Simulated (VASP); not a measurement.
# Ga4As3P (P6/mmm) in VASP: notebook

Runs on Ga4As3P. Level: PBE. Tasks: relaxation of cell and atoms.

Everything below comes from runs of VASP 6.6.1. Logs are shortened: lines on timing, memory, paths and dates and some standing lists are left out, and cuts for length are marked.

## (1) The crystal as given

The structure is hexagonal, space group P6/mmm (No. 191). The conventional cell has a = 5.597 Å, b = 5.597 Å, c = 7.270 Å, α = 90.00°, β = 90.00°, γ = 120.00°. Ga (site symmetry 3m) has 1 Ga at 2.30 Å and 1 As at 2.48 Å as nearest neighbours. Around P (site symmetry 6/mmm) lie 12 Ga at 3.43 Å and 2 As at 3.64 Å. As (site symmetry -6m2) is surrounded by 2 Ga at 2.48 Å. As (site symmetry 6/mmm) is surrounded by 6 As at 3.23 Å and 2 P at 3.64 Å.

The cell was built by a generator and needn't be a form met in nature.

## (2) Relaxation of cell and atoms, PBE

Contents of INCAR:

```
PREC = Normal
ENCUT = 520
EDIFF = 1E-4
ISMEAR = 0
SIGMA = 0.15
LREAL = F
LASPH = T
NELM = 60
ALGO = Fast
ISIF = 3
LWAVE = F
LCHARG = F
GGA = PE
IBRION = 2
NSW = 24
EDIFFG = -0.08
```

Contents of KPOINTS:

```
regular mesh
0
Gamma
  3 3 2
```

Contents of POSCAR:

```
Ga4As3P
1.0
    5.5971068900      0.0000000000      0.0000000000
   -2.7985534400      4.8472367500      0.0000000000
    0.0000000000      0.0000000000      7.2702395200
Ga P As
4 1 3
Direct
    0.3333333300      0.6666666700      0.8416419800
    0.6666666700      0.3333333300      0.8416419800
    0.6666666700      0.3333333300      0.1583580200
    0.3333333300      0.6666666700      0.1583580200
    0.0000000000      0.0000000000      0.0000000000
    0.3333333300      0.6666666700      0.5000000000
    0.6666666700      0.3333333300      0.5000000000
    0.0000000000      0.0000000000      0.5000000000
```

Potentials or basis: VASP PAW PBE potentials, release 64 (Ga_d, P, As).

Command:

```
$ cat potpaw_PBE.64/Ga_d/POTCAR potpaw_PBE.64/P/POTCAR potpaw_PBE.64/As/POTCAR > POTCAR
$ mpirun -np 1 vasp_std > vasp.out
```

OUTCAR:

```text
PREC = Normal
   ENCUT = 520
   EDIFF = 1E-4
   ISMEAR = 0
   LREAL = F
   LASPH = T
   NELM = 60
   ISIF = 3
   GGA = PE
   IBRION = 2
   NSW = 24
   EDIFFG = -0.08

 ion  position               nearest neighbor table
   1  0.333  0.667  0.842-   4 2.30   6 2.48
   2  0.667  0.333  0.842-   3 2.30   7 2.48
   3  0.667  0.333  0.158-   2 2.30   7 2.48
   4  0.333  0.667  0.158-   1 2.30   6 2.48
   5  0.000  0.000  0.000-
   6  0.333  0.667  0.500-   1 2.48   4 2.48
   7  0.667  0.333  0.500-   2 2.48   3 2.48
   8  0.000  0.000  0.500-

  LATTYP: Found a hexagonal cell.
 ALAT       =     5.5971068900
 C/A-ratio  =     1.2989281182

  Lattice vectors:

 A1 = (   5.5971068900,   0.0000000000,   0.0000000000)
 A2 = (  -2.7985534400,   4.8472367500,   0.0000000000)
 A3 = (   0.0000000000,   0.0000000000,   7.2702395200)

Analysis of symmetry for initial positions (statically):
=====================================================================
 Subroutine PRICEL returns:
 Original cell was already a primitive cell.

 Routine SETGRP: Setting up the symmetry group for a
 hexagonal supercell.

 Subroutine GETGRP returns: Found 24 space group operations
 (whereof 24 operations were pure point group operations)
 out of a pool of 24 trial point group operations.

The static configuration has the point symmetry D_6h.

Analysis of symmetry for dynamics (positions and initial velocities):
=====================================================================
 Subroutine PRICEL returns:
 Original cell was already a primitive cell.

 Routine SETGRP: Setting up the symmetry group for a
 hexagonal supercell.

 Subroutine GETGRP returns: Found 24 space group operations
 (whereof 24 operations were pure point group operations)
 out of a pool of 24 trial point group operations.

The dynamic configuration has the point symmetry D_6h.

 Subroutine INISYM returns: Found 24 space group operations
 (whereof 24 operations are pure point group operations),
 and found     1 'primitive' translations

----------------------------------------------------------------------------------------

                                     Primitive cell

  volume of cell :     197.2452

  direct lattice vectors                    reciprocal lattice vectors
     5.597106890  0.000000000  0.000000000     0.178663731  0.103151553  0.000000000
    -2.798553440  4.847236750  0.000000000     0.000000000  0.206303107  0.000000000
     0.000000000  0.000000000  7.270239520     0.000000000  0.000000000  0.137547050

  length of vectors
     5.597106890  5.597106884  7.270239520     0.206303106  0.206303107  0.137547050

  position of ions in fractional coordinates (direct lattice)
     0.333333330  0.666666670  0.841641980
     0.666666670  0.333333330  0.841641980
     0.666666670  0.333333330  0.158358020
     0.333333330  0.666666670  0.158358020
     0.000000000  0.000000000  0.000000000
     0.333333330  0.666666670  0.500000000
     0.666666670  0.333333330  0.500000000
     0.000000000  0.000000000  0.500000000

  ion indices of the primitive-cell ions
   primitive index   ion index
                 1           1
                 2           2
                 3           3
                 4           4
                 5           5
                 6           6
                 7           7
                 8           8

----------------------------------------------------------------------------------------

 KPOINTS: regular mesh

Automatic generation of k-mesh.
 Grid dimensions read from file:
 generate k-points for:    3    3    2

 Generating k-lattice:

  Cartesian coordinates                     Fractional coordinates (reciprocal lattice)
     0.059554577  0.034383851  0.000000000     0.333333333 -0.000000000  0.000000000
     0.000000000  0.068767702  0.000000000     0.000000000  0.333333333  0.000000000
     0.000000000  0.000000000  0.068773525     0.000000000  0.000000000  0.500000000

  Length of vectors
     0.068767702  0.068767702  0.068773525

[... 44 lines left out ...]
 Gauss-broadening in eV      SIGMA  =   0.15
  energy-cutoff  :      520.00
  volume of cell :      197.25
 maximum number of plane-waves:      5330
   NGX = 21   NGY = 21   NGZ = 27

--------------------------------------- Ionic step        1  -------------------------------------------

 number of electron      72.0000073 magnetization

 Free energy of the ion-electron system (eV)
  ---------------------------------------------------
  ext. energy  EPLUGINS =         0.00000000
  ---------------------------------------------------
  free energy    TOTEN  =       -26.13533775 eV

  energy without entropy =      -26.08127924  energy(sigma->0) =      -26.10830849

------------------------ aborting loop because EDIFF is reached ----------------------------------------

  FORCE on cell =-STRESS in cart. coord.  units (eV):
  Direction    XX          YY          ZZ          XY          YZ          ZX
  --------------------------------------------------------------------------------------
  -------------------------------------------------------------------------------------
  Total       -9.1097348     -9.1097348      4.7386780     -0.0000000      0.0000000     -0.0000000
  in kB      -73.9962592    -73.9962591     38.4911800     -0.0000001      0.0000000     -0.0000000
  external PRESSURE =     -36.5004461 kB  Pullay stress =       0.0000000 kB
[... 27 lines left out ...]
  energy  without entropy=      -26.0812792355  energy(sigma->0) =      -26.10830849

--------------------------------------- Ionic step        2  -------------------------------------------

 number of electron      72.0000037 magnetization

 E-fermi :   4.1057     XC(G=0):  -9.8974

 val. band max:        4.0709528448   @ k =   0.0000   0.0000   0.5000
 cond. band min:       4.1973807508   @ k =   0.3333   0.3333   0.5000
 fundamental gap:      0.1264279060
 Fermi energy:         4.1057137730

 k-point     1 :       0.0000    0.0000    0.0000
  band No.  band energies     occupation
      1     -11.1286      2.00000
      2     -11.0552      2.00000
      3     -10.8738      2.00000
      4     -10.8738      2.00000
      5     -10.8115      2.00000
      6     -10.8115      2.00000
[... 342 lines left out ...]
  FREE ENERGIE OF THE ION-ELECTRON SYSTEM (eV)
  ---------------------------------------------------
  free  energy   TOTEN  =       -27.1345904432 eV

  energy  without entropy=      -27.0742163704  energy(sigma->0) =      -27.10440341

[... ionic steps 4 to 12 ...]

--------------------------------------- Ionic step       13  -------------------------------------------

 number of electron      72.0000047 magnetization

------------------------ aborting loop because EDIFF is reached ----------------------------------------

  FORCE on cell =-STRESS in cart. coord.  units (eV):
  Direction    XX          YY          ZZ          XY          YZ          ZX
  --------------------------------------------------------------------------------------
  -------------------------------------------------------------------------------------
  Total       -0.9872011     -0.9872011     -0.3191094     -0.0000000     -0.0000000      0.0000000
  in kB       -9.5935500     -9.5935500     -3.1010820     -0.0000000     -0.0000000      0.0000000
  external PRESSURE =      -7.4293940 kB  Pullay stress =       0.0000000 kB
[... 69 lines left out ...]
  energy  without entropy=      -28.1164455296  energy(sigma->0) =      -28.15527520

--------------------------------------- Ionic step       15  -------------------------------------------

 number of electron      72.0000080 magnetization

 Free energy of the ion-electron system (eV)
  ---------------------------------------------------
  ext. energy  EPLUGINS =         0.00000000
  ---------------------------------------------------
  free energy    TOTEN  =       -28.20453161 eV

  energy without entropy =      -28.12946858  energy(sigma->0) =      -28.16700009

 E-fermi :   4.8848     XC(G=0): -10.3450

 val. band max:        4.8517019916   @ k =   0.3333   0.0000   0.0000
 cond. band min:       5.0434465224   @ k =   0.0000   0.0000   0.5000
 fundamental gap:      0.1917445307
 Fermi energy:         4.8848318511

 k-point     1 :       0.0000    0.0000    0.0000
  band No.  band energies     occupation
      1     -10.0118      2.00000
      2      -9.8415      2.00000
      3      -9.8415      2.00000
      4      -9.8318      2.00000
      5      -9.8190      2.00000
      6      -9.8190      2.00000
[... 300 lines left out ...]
  FREE ENERGIE OF THE ION-ELECTRON SYSTEM (eV)
  ---------------------------------------------------
  free  energy   TOTEN  =       -28.2045316090 eV

  energy  without entropy=      -28.1294685770  energy(sigma->0) =      -28.16700009

 reached required accuracy - stopping structural energy minimisation
```

It took 6.1 min on 1 thread of Intel Xeon Platinum 8175M at 2.50GHz (Skylake/Cascade Lake), shared host; peak memory 0.24 GiB.

Results:

```yaml
Free_energy: -28.2045 eV
Relaxed_volume: 20.56 Å³/atom
Relaxed_cell: a = 4.786 Å, b = 4.786 Å, c = 8.291 Å, α = 90.00°, β = 90.00°, γ = 120.00°
Space_group_after_relaxing_to_0.05_Å: P6/mmm (No. 191)
Energy_gained_by_relaxing: 258.6 meV/atom
Ionic_steps: 15
Pressure_after_relaxing: -0.4 GPa
Largest_force_after_relaxing: 0.047 eV/Å
Band_gap_on_the_k_mesh: none (metal or under the smearing width)
```

Forces on the atoms (eV/Å):
```
Ga   0.000  0.000 -0.047
Ga   0.000  0.000 -0.047
Ga   0.000  0.000  0.047
Ga   0.000  0.000  0.047
P    0.000  0.000  0.000
As   0.000  0.000  0.000
As   0.000  0.000  0.000
As   0.000  0.000  0.000
```

Step by step:
```csv
step,energy change (eV),largest force (eV/Å),pressure (GPa),volume (Å³)
1,0.0000,0.2907,-3.65,197.25
2,-0.9174,0.1500,-2.48,181.20
3,-0.9993,1.1908,13.58,141.30
4,-1.5665,0.2842,-0.54,166.01
5,-1.6631,0.9065,3.39,155.33
6,-2.0189,0.3779,0.89,161.31
7,-2.0219,0.3527,0.78,161.65
8,-2.0223,0.3052,0.58,162.33
9,-2.0228,0.3988,0.92,161.87
10,-2.0230,0.3236,0.75,162.10
11,-2.0576,0.1259,-0.31,165.14
12,-2.0588,0.2028,-0.15,164.73
13,-2.0586,0.1454,-0.74,164.87
14,-2.0588,0.2013,-0.19,164.78
15,-2.0692,0.0466,-0.42,164.46
```

Final structure:
```
Ga P As
1.0
     4.78587    0.00000    0.00000
    -2.39294    4.14469    0.00000
     0.00000    0.00000    8.29125
Ga P As
4 1 3
Direct
  0.33333 0.66667 0.82297
  0.66667 0.33333 0.82297
  0.66667 0.33333 0.17703
  0.33333 0.66667 0.17703
  0.00000 0.00000 0.00000
  0.33333 0.66667 0.50000
  0.66667 0.33333 0.50000
  0.00000 0.00000 0.50000
```

Caveat: the k mesh is coarse (spacing up to 0.43 Å⁻¹), so the values aren't converged; the volume moved by over 15 % at a fixed basis, so the end points are rough; the relaxation stopped at a loose force limit of 0.08 eV/Å, so its end isn't a converged minimum.

## (3) Relaxation of cell and atoms, PBE

This run uses another cell than the first one, of 21.95 Å³/atom, 0.890 times its volume.

INCAR is that of step 2.

Contents of KPOINTS:

```
regular mesh
0
Gamma
  4 4 4
```

Contents of POSCAR:

```
Ga4As3P
1.0
   -2.8000000000      2.8000000000      5.6000000000
    2.8000000000     -2.8000000000      5.6000000000
    2.8000000000      2.8000000000     -5.6000000000
Ga P As
4 1 3
Direct
    0.1220000000      0.1220000000      0.4900000000
    0.6320000000      0.6320000000      0.5100000000
    0.3680000000      0.8780000000      0.0000000000
    0.8780000000      0.3680000000      0.0000000000
    0.0000000000      0.0000000000      0.0000000000
    0.2500000000      0.7500000000      0.5000000000
    0.7500000000      0.2500000000      0.5000000000
    0.5000000000      0.5000000000      0.0000000000
```

Potentials or basis: VASP PAW PBE potentials, release 64 (Ga_d, P, As).

Command:

```
$ cat potpaw_PBE.64/Ga_d/POTCAR potpaw_PBE.64/P/POTCAR potpaw_PBE.64/As/POTCAR > POTCAR
$ mpirun -np 1 vasp_std > vasp.out
```

It took 3.8 min on 1 thread of Intel Xeon Platinum 8175M at 2.50GHz (Skylake/Cascade Lake), shared host; peak memory 0.3 GiB.

It converged, with:

```
Free energy                            : -33.9018 eV
Relaxed volume                         : 22.95 Å³/atom
Relaxed cell                           : a = 6.960 Å, b = 6.960 Å, c = 6.960 Å, α = 131.80°, β = 131.80°, γ = 70.55°
Space group after relaxing (to 0.05 Å) : I-42m (No. 121)
Energy gained by relaxing              : 10.6 meV/atom
Ionic steps                            : 5
Pressure after relaxing                : 0.0 GPa
Largest force after relaxing           : 0.015 eV/Å
Band gap on the k mesh                 : 0.50 eV, direct
```

Forces in eV/Å, atoms in the order of the input:
```
Ga  -0.010 -0.010 -0.004
Ga   0.010  0.010 -0.004
Ga   0.010 -0.010  0.004
Ga  -0.010  0.010  0.004
P    0.000  0.000  0.000
As   0.000  0.000  0.000
As   0.000  0.000  0.000
As   0.000  0.000  0.000
```

Step by step:
| step | energy change (eV) | largest force (eV/Å) | pressure (GPa) | volume (Å³) |
| --- | --- | --- | --- | --- |
| 1 | 0.0000 | 0.1648 | 3.38 | 175.62 |
| 2 | -0.0691 | 0.0315 | -0.91 | 187.65 |
| 3 | -0.0837 | 0.1145 | -0.16 | 183.91 |
| 4 | -0.0837 | 0.1096 | 0.10 | 183.64 |
| 5 | -0.0848 | 0.0150 | -0.01 | 183.61 |

Final structure:
```
Ga P As
1.0
    -2.84215    2.84215    5.68251
     2.84215   -2.84215    5.68251
     2.84215    2.84215   -5.68251
Ga P As
4 1 3
Direct
  0.12113 0.12113 0.48764
  0.63349 0.63349 0.51236
  0.36651 0.87887 0.00000
  0.87887 0.36651 0.00000
  0.00000 0.00000 0.00000
  0.25000 0.75000 0.50000
  0.75000 0.25000 0.50000
  0.50000 0.50000 0.00000
```

Levels at points of the mesh, in eV from the valence-band top:
| k point | band 34 | band 35 | band 36 | band 37 | band 38 | band 39 |
| --- | --- | --- | --- | --- | --- | --- |
| (0.00, 0.00, 0.00) | 0.00 | 0.00 | 0.00 | 0.50 | 1.58 | 1.70 |
| (0.50, 0.00, 0.00) | -2.10 | -1.33 | -1.10 | 2.94 | 3.02 | 3.25 |
| (0.50, 0.50, 0.00) | -1.01 | -0.99 | -0.93 | 1.02 | 1.04 | 2.62 |
| (0.50, 0.50, 0.50) | -1.70 | -1.46 | -1.46 | 1.46 | 1.67 | 1.71 |

Caveat: the relaxation stopped at a loose force limit of 0.08 eV/Å, so its end isn't a converged minimum.

## (4) Relaxation of cell and atoms, PBE

This run uses another cell than the first one, of 22.37 Å³/atom, 0.907 times its volume.

INCAR is that of step 3.

Contents of KPOINTS:

```
regular mesh
0
Gamma
  3 3 3
```

Contents of POSCAR:

```
Ga4As3P
1.0
    0.0000000000      4.4725185200      4.4725185200
    4.4725185200      0.0000000000      4.4725185200
    4.4725185200      4.4725185200      0.0000000000
Ga P As
4 1 3
Direct
    0.8702816700      0.3891549900      0.8702816700
    0.8702816700      0.8702816700      0.8702816700
    0.3891549900      0.8702816700      0.8702816700
    0.8702816700      0.8702816700      0.3891549900
    0.0000000000      0.0000000000      0.0000000000
    0.7500000000      0.7500000000      0.7500000000
    0.5000000000      0.5000000000      0.5000000000
    0.2500000000      0.2500000000      0.2500000000
```

Command:

```
$ cat potpaw_PBE.64/Ga_d/POTCAR potpaw_PBE.64/P/POTCAR potpaw_PBE.64/As/POTCAR > POTCAR
$ mpirun -np 1 vasp_std > vasp.out
```

Run time: 6.5 min. Hardware: 1 thread of Intel Xeon Platinum 8175M at 2.50GHz (Skylake/Cascade Lake), shared host; peak memory 0.24 GiB.

The run converged. Its results:

- Free energy: -20.4942 eV
- Relaxed volume: 40.68 Å³/atom
- Relaxed cell: a = 7.721 Å, b = 7.721 Å, c = 7.721 Å, α = 60.00°, β = 60.00°, γ = 60.00°
- Space group after relaxing (to 0.05 Å): F-43m (No. 216)
- Energy gained by relaxing: 1243.8 meV/atom
- Ionic steps: 11
- Pressure after relaxing: -0.2 GPa
- Largest force after relaxing: 0.015 eV/Å
- Band gap on the k mesh: none (metal or under the smearing width)

Forces on the atoms (eV/Å):
```
Ga   0.009 -0.009  0.009
Ga  -0.009 -0.009 -0.009
Ga  -0.009  0.009  0.009
Ga   0.009  0.009 -0.009
P    0.000  0.000  0.000
As   0.000  0.000  0.000
As   0.000  0.000  0.000
As   0.000  0.000  0.000
```

The path:
```csv
step,energy change (eV),largest force (eV/Å),pressure (GPa),volume (Å³)
1,0.0000,9.7171,38.57,178.93
2,-2.8191,9.2960,4.97,357.71
3,-4.5480,8.7324,5.20,326.58
4,-5.5808,8.1576,5.24,303.03
5,-7.2600,5.3963,9.41,235.56
6,-9.8639,0.8923,-0.06,321.98
7,-9.9195,0.3816,0.51,304.37
8,-9.9195,0.4826,0.56,306.28
9,-9.9168,0.5605,0.35,308.84
10,-9.9496,0.2324,0.06,317.41
11,-9.9503,0.0149,-0.19,325.41
```

Final structure:
```
CELL_PARAMETERS angstrom
0.00000 5.45927 5.45927
5.45927 0.00000 5.45927
5.45927 5.45927 0.00000
ATOMIC_POSITIONS crystal
Ga 0.87802 0.36594 0.87802
Ga 0.87802 0.87802 0.87802
Ga 0.36594 0.87802 0.87802
Ga 0.87802 0.87802 0.36594
P 0.00000 0.00000 0.00000
As 0.75000 0.75000 0.75000
As 0.50000 0.50000 0.50000
As 0.25000 0.25000 0.25000
```

Levels at points of the mesh, in eV from the Fermi level:
| k point | band 33 | band 34 | band 35 | band 36 | band 37 | band 38 | band 39 | band 40 |
| --- | --- | --- | --- | --- | --- | --- | --- | --- |
| (0.00, 0.00, 0.00) | -0.52 | -0.52 | -0.22 | -0.22 | -0.22 | 0.19 | 0.19 | 1.59 |

Caveat: the k mesh is coarse (spacing up to 0.41 Å⁻¹), so the values aren't converged; the volume moved by over 15 % at a fixed basis, so the end points are rough; the relaxation stopped at a loose force limit of 0.08 eV/Å, so its end isn't a converged minimum.

## (5) The runs side by side

```csv
k mesh,mesh quality,gap on the mesh (eV),pressure (GPa),relaxed volume (Å³/atom),largest force (eV/Å)
3 × 3 × 2,coarse,none,-0.4,20.56,0.05
4 × 4 × 4,not flagged,0.50,0.0,22.95,0.02
3 × 3 × 3,coarse,none,-0.2,40.68,0.01
```

Alike in all rows: task relaxation of cell and atoms; level PBE; potentials or basis VASP PAW PBE potentials, release 64 (Ga_d, P, As); no spin polarisation; cell relaxed; cutoff (eV) 520; smearing gaussian 0.15 eV.

Caveats: some runs use coarse meshes; the relaxation stopped at a loose force limit of 0.08 eV/Å, so its end isn't a converged minimum; the volume moved by over 15 % at a fixed basis, so the end points are rough (some runs).

Absolute energies hang on the potentials; compare differences alone.
